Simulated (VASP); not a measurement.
# Si (Fd-3m) in VASP: further runs

Runs on Si. Level: PBE. Tasks: G0W0 quasiparticle levels.

Program: VASP 6.6.1. These are calculated values, not measurements. Logs are shortened: lines on timing, memory, paths and dates and some standing lists are left out, and cuts for length are marked.

**1. The crystal as given**

The structure is cubic, space group Fd-3m (No. 227). Conventional cell: a = 5.444 Å, b = 5.444 Å, c = 5.444 Å, α = 90.00°, β = 90.00°, γ = 90.00°. Si (site symmetry -43m) has 4 Si at 2.36 Å as nearest neighbours.

**2. G0W0 quasiparticle levels, PBE**

Input file POSCAR:

```
Si
1.0
    0.0000000000      2.7218511865      2.7218511865
    2.7218511865      0.0000000000      2.7218511865
    2.7218511865      2.7218511865      0.0000000000
Si
2
Direct
    0.5000000000      0.5000000000      0.5000000000
    0.7500000000      0.7500000000      0.7500000000
```

Input file INCAR.step1:

```
SYSTEM = Si
PREC = Accurate ; ENCUT = 450
EDIFF = 1E-8 ; ISMEAR = 0
SIGMA = 0.01 ; LREAL = .False.
LASPH = .True. ; NELM = 80
ALGO = Normal ; LWAVE = .True.
LCHARG = .False. ; GGA = PE
```

Input file INCAR.step2:

```
SYSTEM = Si
PREC = Accurate ; ENCUT = 450
EDIFF = 1E-8 ; ISMEAR = 0
SIGMA = 0.01 ; LREAL = .False.
LASPH = .True. ; NELM = 1
ALGO = Exact ; LWAVE = .True.
LCHARG = .False. ; GGA = PE
NBANDS = 52 ; LOPTICS = .True.
ISTART = 1
```

Input file INCAR.step3:

```
SYSTEM = Si
PREC = Accurate ; ENCUT = 450
EDIFF = 1E-8 ; ISMEAR = 0
SIGMA = 0.01 ; LREAL = .False.
LASPH = .True. ; ALGO = EVGW0
LWAVE = .False. ; LCHARG = .False.
GGA = PE ; NELMGW = 1
NBANDS = 52 ; ENCUTGW = 150
NOMEGA = 48 ; PRECFOCK = Fast
ISTART = 1 ; NBANDSGW = 12
```

Input file KPOINTS:

```
regular mesh
0
Gamma
  2 2 2
  0 0 0
```

Potentials or basis: VASP PAW PBE potentials, release 64 (Si_GW).

Run with:

```sh
> cat potpaw_PBE.64/Si_GW/POTCAR > POTCAR
> cp INCAR.step1 INCAR
> mpirun -np 1 vasp_std > vasp.out
> cp INCAR.step2 INCAR
> mpirun -np 1 vasp_std > vasp.out
> cp INCAR.step3 INCAR
> mpirun -np 1 vasp_std > vasp.out
```

OUTCAR:

```text
SYSTEM = Si
   PREC = Accurate
   ENCUT = 450
   EDIFF = 1E-8
   ISMEAR = 0
   LREAL = .False.
   LASPH = .True.
   GGA = PE
   NELMGW = 1
   ENCUTGW = 150
   PRECFOCK = Fast
   ISTART = 1

 Found      3 irreducible k-points:

 Following reciprocal coordinates:
            Coordinates               Weight
  0.000000  0.000000  0.000000      1.000000
  0.500000  0.000000  0.000000      4.000000
  0.500000  0.500000  0.000000      3.000000
   k-points           NKPTS =      3   k-points in BZ     NKDIM =      8   number of bands    NBANDS=     52
   number of dos      NEDOS =    301   number of ions     NIONS =      2
   total plane-waves  NPLWV =  21952
   dimension x,y,z NGX =    28 NGY =   28 NGZ =   28
   dimension x,y,z NGXF=    56 NGYF=   56 NGZF=   56
   ions per type =               2
   NGX,Y,Z   is equivalent  to a cutoff of  12.09, 12.09, 12.09 a.u.
   NGXF,Y,Z  is equivalent  to a cutoff of  24.19, 24.19, 24.19 a.u.
 SYSTEM =  Si
   PREC   = accura    normal or accurate (medium, high low for compatibility)
   ISTART =      1    job   : 0-new  1-cont  2-samecut
   ICHARG =      0    charge: 1-file 2-atom 10-const
   ISPIN  =      1    spin polarized calculation?
   LNONCOLLINEAR =      F non collinear calculations
   LSORBIT =      F    spin-orbit coupling
   LASPH  =      T    aspherical Exc in radial PAW
   ENCUT  =  450.0 eV  33.07 Ry    5.75 a.u.   6.66  6.66  6.66*2*pi/ulx,y,z
   NELM   =     60;   NELMIN=  2; NELMDL=  0     # of ELM steps
   EDIFF  = 0.1E-07   stopping-criterion for ELM
   LREAL  =      F    real-space projection
   EDIFFG = 0.1E-06   stopping-criterion for IOM
   NSW    =      0    number of steps for IOM
   IBRION =     -1    ionic relax: 0-MD 1-quasi-New 2-CG
   NFREE  =      0    steps in history (QN), initial steepest desc. (CG)
   ISIF   =      0    stress and relaxation
   ISYM   =      3    0-nonsym 1-usesym 2-fastsym
   POTIM  = 0.5000    time-step for ionic-motion
   TEBEG  =    0.0;   TEEND  =   0.0 temperature during run
   PSTRESS=    0.0 pullay stress
   NELECT =       8.0000    total number of electrons
   NUPDOWN=      -1.0000    fix difference up-down
   EMIN   =  10.00;   EMAX   =-10.00  energy-range for DOS
   EFERMI =   0.00;   METHOD = LEGACY
   ISMEAR =     0;   SIGMA  =   0.01  broadening in eV -4-tet -1-fermi 0-gaus
   EFERMI_NEDOS =   21; number of points for ismear=-14 and -15
   IALGO  =     38    algorithm
   IMIX   =      4    mixing-type and parameters
     AMIX     =   0.40;   BMIX     =  1.00
     AMIX_MAG =   1.60;   BMIX_MAG =  1.00
  volume/ion in A,a.u.               =      20.16       136.08
  Fermi-wavevector in a.u.,A,eV,Ry     =   0.954766  1.804247 12.402783  0.911579
  Thomas-Fermi vector in A             =   2.083543
   LORBIT       =      0    0 simple, 1 ext, 2 COOP (PROOUT), +10 PAW based schemes
   GGA     = PE    functional components
   LHFCALC =     T    Hartree Fock is set to
   PRECFOCK=fast      Normal, Fast or Accurate (Low or Medium for compatibility)
   ENCUT4O =  -1.0   cutoff for four orbital integrals eV
   NKREDX  =     1    reduce k-point grid by
   NKREDY  =     1    reduce k-point grid by
   NKREDZ  =     1    reduce k-point grid by
   AEXX    =    1.0000 exact exchange contribution
   HFSCREEN=    0.0000 screening length (either q_TF or 0.3 A-1)
   HFSCREENC=   0.0000 screening length for correlation (either q_TF or 0.3 A-1)
   ENCUTFOCK=  -1.0 apply spherical cutoff to Coloumb kernel
   IVDW    =     0    specifies the selected vdW correction
   LEPSILON=     F    determine dielectric tensor
   LRPA    =     F    only Hartree local field effects (RPA)
   LRPAFORCE           =     F    calculate RPA forces
   ENCUTGW             = 150.0    cutoff for response function in eV
   ENCUTGWSOFT         = 120.0    soft cutoff for Coulomb kernel in GW response function in eV
   ENCUTLF             =  -1.0    cutoff for local field effects
   NELMGW              =     1    number of iterations in solving QP/BSE equation
   NELMHF              =     1    number of iterations in the inner HF iteration
   NKREDLFX            =     1    NKREDLFY  =   1   NKREDLFZ  =   1
 non-spin polarized calculation
 Gauss-broadening in eV      SIGMA  =   0.01
  energy-cutoff  :      450.00
  volume of cell :       40.33
 maximum number of plane-waves:       893
 NGX is ok and might be reduce to    28
  NGX = 16; NGY = 16; NGZ = 16
   NGX = 13   NGY = 13   NGZ = 13
 maximum number of plane-waves:       174

 QP shifts <psi_nk| G(iteration)W_0 |psi_nk>: iteration 1
 for sc-GW calculations column KS-energies equals QP-energies in previous step
 and V_xc(KS)=  KS-energies - (<T + V_ion + V_H > + <T+V_H+V_ion>^1  + <V_x>^1)

 k-point   1 :       0.0000    0.0000    0.0000
  band No.  KS-energies  QP-energies   sigma(KS)   V_xc(KS)     V^pw_x(r,r')   Z            occupation Imag(sigma)

      1      -6.2725      -6.6582     -10.9632     -10.4087     -17.2738       0.6958       2.0000       1.1533
      2       5.6968       5.2642     -12.0147     -11.4818     -14.3808       0.8119       2.0000       0.0913
      3       5.6968       5.2642     -12.0147     -11.4818     -14.3808       0.8119       2.0000       0.0913
      4       5.6968       5.2642     -12.0147     -11.4818     -14.3808       0.8119       2.0000       0.0913
      5       8.1354       8.4002      -9.6836     -10.0171      -4.8552       0.7940       0.0000      -0.0759
      6       8.1354       8.4002      -9.6836     -10.0171      -4.8552       0.7940       0.0000      -0.0759
      7       8.1354       8.4002      -9.6836     -10.0171      -4.8552       0.7940       0.0000      -0.0759
      8       8.9972       9.4636     -10.4085     -10.9885      -4.9775       0.8041       0.0000      -0.1757
      9      13.2718      13.7989      -9.3106      -9.9727      -4.0648       0.7960       0.0000      -0.1196
     10      13.2718      13.7989      -9.3106      -9.9727      -4.0648       0.7960       0.0000      -0.1196
     11      13.6255      13.2469      -7.8104      -7.3402      -2.2882       0.8050       0.0000      -0.2807
     12      16.7631      16.5575      -8.3094      -8.0598      -1.9911       0.8235       0.0000      -0.6176

 k-point   2 :       0.5000    0.0000    0.0000
  band No.  KS-energies  QP-energies   sigma(KS)   V_xc(KS)     V^pw_x(r,r')   Z            occupation Imag(sigma)

      1      -3.9399      -4.4694     -11.5450     -10.8514     -16.7819       0.7634       2.0000       0.7339
      2      -1.3083      -1.9871     -10.9712     -10.1503     -14.6040       0.8270       2.0000       0.4338
      3       4.4751       4.0358     -11.7324     -11.1838     -14.2248       0.8007       2.0000       0.1086
      4       4.4751       4.0358     -11.7324     -11.1838     -14.2248       0.8007       2.0000       0.1086
      5       7.1636       7.3944      -9.7510     -10.0396      -5.0005       0.7998       0.0000      -0.0575
      6       8.9031       9.1446      -9.2664      -9.5671      -4.3698       0.8033       0.0000      -0.0995
      7       8.9031       9.1446      -9.2664      -9.5671      -4.3698       0.8033       0.0000      -0.0995
      8      13.3334      13.0043      -7.7609      -7.3630      -2.0150       0.8272       0.0000      -0.4047
      9      16.1317      16.5451      -9.5891     -10.1309      -3.7315       0.7631       0.0000      -0.3711
     10      16.1317      16.5451      -9.5891     -10.1309      -3.7315       0.7631       0.0000      -0.3711
     11      16.8960      17.2858      -9.5012     -10.0164      -3.4022       0.7566       0.0000      -0.4559
     12      16.8960      17.2858      -9.5012     -10.0164      -3.4022       0.7566       0.0000      -0.4559

 k-point   3 :       0.5000    0.5000    0.0000
  band No.  KS-energies  QP-energies   sigma(KS)   V_xc(KS)     V^pw_x(r,r')   Z            occupation Imag(sigma)

      1      -2.1328      -2.7045     -11.5834     -10.8627     -15.9501       0.7934       2.0000       0.5660
      2      -2.1328      -2.7045     -11.5834     -10.8627     -15.9501       0.7934       2.0000       0.5660
      3       2.7985       2.3317     -11.2212     -10.6415     -13.9771       0.8051       2.0000       0.1557
      4       2.7985       2.3317     -11.2212     -10.6415     -13.9771       0.8051       2.0000       0.1557
      5       6.3092       6.3282      -8.7518      -8.7752      -4.1735       0.8142       0.0000      -0.0525
      6       6.3092       6.3282      -8.7518      -8.7752      -4.1735       0.8142       0.0000      -0.0525
      7      15.6871      16.2202     -10.0084     -10.6978      -3.6973       0.7732       0.0000      -0.4382
      8      15.6871      16.2202     -10.0084     -10.6978      -3.6973       0.7732       0.0000      -0.4382
      9      16.6154      17.0418      -9.9864     -10.5164      -4.2411       0.8046       0.0000      -0.3669
     10      16.6154      17.0418      -9.9864     -10.5164      -4.2411       0.8046       0.0000      -0.3669
     11      18.0566      18.5408      -9.5132     -10.0885      -3.3436       0.8417       0.0000      -0.5717
     12      18.0566      18.5408      -9.5132     -10.0885      -3.3436       0.8417       0.0000      -0.5717
```

Wall time 12 s (1 thread of Intel Xeon Platinum 8488C (Sapphire Rapids), shared host); peak memory 0.24 GiB.

These settings aren't checked as converged: the numbers below hold their error.

What came out:

```yaml
Band_gap_on_the_k_mesh_mean-field_level: 0.61 eV, indirect (least direct gap 2.44 eV)
Quasiparticle_gap: 1.06 eV
Least_direct_quasiparticle_gap: 3.14 eV
```

Caveat: the k mesh is coarse (spacing up to 1.00 Å⁻¹), so the values aren't converged; bands, screening cutoff and mesh are small and nothing is extrapolated, so the quasiparticle values aren't converged.

**3. G0W0 quasiparticle levels, PBE**

POSCAR is that of step 2.

INCAR.step1 is that of step 2.

INCAR.step2 is that of step 2.

Edit INCAR.step3 of step 2 so:

```diff
@@ -7,3 +7,3 @@
 GGA = PE ; NELMGW = 1
-NBANDS = 52 ; ENCUTGW = 150
+NBANDS = 52 ; ENCUTGW = 75
 NOMEGA = 48 ; PRECFOCK = Fast
```

Input file KPOINTS:

```
regular mesh
0
Gamma
  3 3 3
  0 0 0
```

Potentials or basis: VASP PAW PBE potentials, release 64 (Si_GW).

Run with:

```sh
> cat potpaw_PBE.64/Si_GW/POTCAR > POTCAR
> cp INCAR.step1 INCAR
> mpirun -np 1 vasp_std > vasp.out
> cp INCAR.step2 INCAR
> mpirun -np 1 vasp_std > vasp.out
> cp INCAR.step3 INCAR
> mpirun -np 1 vasp_std > vasp.out
```

OUTCAR:

```text
SYSTEM = Si
   PREC = Accurate
   ENCUT = 450
   EDIFF = 1E-8
   ISMEAR = 0
   LREAL = .False.
   LASPH = .True.
   GGA = PE
   NELMGW = 1
   ENCUTGW = 75
   PRECFOCK = Fast
   ISTART = 1

 Found      4 irreducible k-points:

 Following reciprocal coordinates:
            Coordinates               Weight
  0.000000  0.000000  0.000000      1.000000
[... 86 lines left out ...]
      2       5.5010       5.3109     -11.6718     -11.4221     -13.4294       0.7615       2.0000       0.0692
      3       5.5010       5.3109     -11.6718     -11.4221     -13.4294       0.7615       2.0000       0.0692
      4       5.5010       5.3109     -11.6718     -11.4221     -13.4294       0.7615       2.0000       0.0692
      5       8.0158       8.3643      -9.6163     -10.0709      -5.3656       0.7666       0.0000      -0.1108
      6       8.0158       8.3643      -9.6163     -10.0709      -5.3656       0.7666       0.0000      -0.1108
      7       8.0158       8.3643      -9.6163     -10.0709      -5.3656       0.7666       0.0000      -0.1108
      8       8.7867       9.3401     -10.3063     -11.0339      -5.5737       0.7607       0.0000      -0.1350
      9      13.1689      13.6683      -9.3223      -9.9879      -4.1513       0.7503       0.0000      -0.2304
     10      13.1689      13.6683      -9.3223      -9.9879      -4.1513       0.7503       0.0000      -0.2304
     11      13.4319      13.3287      -7.7365      -7.6090      -2.4805       0.8095       0.0000      -0.3587
     12      16.6688      16.6645      -8.2539      -8.2483      -2.1676       0.7689       0.0000      -0.6480
[... 36 lines left out ...]
      1      -3.1838      -3.4854     -11.3235     -10.9016     -16.4741       0.7149       2.0000       0.6903
      2      -1.2644      -1.5725     -11.3140     -10.8864     -15.5005       0.7205       2.0000       0.4174
      3       1.0888       0.6961     -10.3702      -9.8453     -12.9795       0.7480       2.0000       0.1726
      4       3.3836       3.0982     -11.1954     -10.8165     -13.4271       0.7534       2.0000       0.0919
      5       7.0350       7.2324      -8.8892      -9.1442      -4.7336       0.7741       0.0000      -0.0932
      6      11.2761      11.5263      -9.3760      -9.7014      -4.5675       0.7687       0.0000      -0.2366
      7      11.9137      12.3397      -9.6828     -10.2516      -4.3400       0.7490       0.0000      -0.3144
      8      12.5261      12.9668      -9.9223     -10.5050      -4.6738       0.7564       0.0000      -0.3144
      9      12.8638      13.2695      -9.7152     -10.2605      -4.1378       0.7439       0.0000      -0.3530
     10      13.1278      13.4661      -9.3126      -9.7484      -4.1666       0.7761       0.0000      -0.3346
     11      19.8065      19.8940      -8.5448      -8.6604      -2.3238       0.7572       0.0000      -0.7843
     12      20.3688      20.3540      -8.1933      -8.1740      -2.0224       0.7653       0.0000      -0.8355
```

OUTCAR.step1:

```text
SYSTEM = Si
   PREC = Accurate
   ENCUT = 450
   EDIFF = 1E-8
   ISMEAR = 0
   LREAL = .False.
   LASPH = .True.
[... 151 lines left out ...]
      2.72185      2.72185      2.72185        -0.000000     -0.000000     -0.000000
      4.08278      4.08278      4.08278         0.000000      0.000000      0.000000
 -----------------------------------------------------------------------------------
    total drift:                                0.000000      0.000000     -0.000000

  FREE ENERGIE OF THE ION-ELECTRON SYSTEM (eV)
  ---------------------------------------------------
  free  energy   TOTEN  =       -10.2274592544 eV

  energy  without entropy=      -10.2274592544  energy(sigma->0) =      -10.22745925
```

OUTCAR.step2:

```text
SYSTEM = Si
   PREC = Accurate
   ENCUT = 450
   EDIFF = 1E-8
[... 519 lines left out ...]
  --------------------------------------------------------------------------------------------------------------
     0.00000    34.25252    34.25252    34.25252    -0.00000    -0.00000     0.00000
     0.82408    36.83555    36.83555    36.83555    -0.00000    -0.00000     0.00000
     1.64816    48.50397    48.50397    48.50397    -0.00000    -0.00000     0.00000
     2.47224   106.24401   106.24401   106.24401    -0.00000    -0.00000     0.00000
     3.29632   -23.32470   -23.32470   -23.32470    -0.00000    -0.00000     0.00000
     4.12040    -7.77883    -7.77883    -7.77883     0.00000     0.00000    -0.00000
[... 92 lines left out ...]
    80.75993     0.93646     0.93646     0.93646     0.00000     0.00000    -0.00000
    81.58402     0.93777     0.93777     0.93777     0.00000     0.00000    -0.00000
```

Run time: 15 s. Hardware: 1 thread of Intel Xeon Platinum 8488C (Sapphire Rapids), shared host; peak memory 0.24 GiB.

The run converged, but some of its settings lie outside the range that counts as converged, so its numbers aren't taken as properties of the crystal.

What came out:

| Quantity | Value |
| --- | --- |
| Band gap on the k mesh, mean-field level | 0.70 eV, indirect (least direct gap 2.51 eV) |
| Quasiparticle gap | 1.06 eV |
| Least direct quasiparticle gap | 3.05 eV |

Caveat: the k mesh is coarse (spacing up to 0.67 Å⁻¹), so the values aren't converged; bands, screening cutoff and mesh are small and nothing is extrapolated, so the quasiparticle values aren't converged; an odd mesh through Γ misses points on the zone boundary, where band edges often lie.

(Continued in part 2 of 2.)
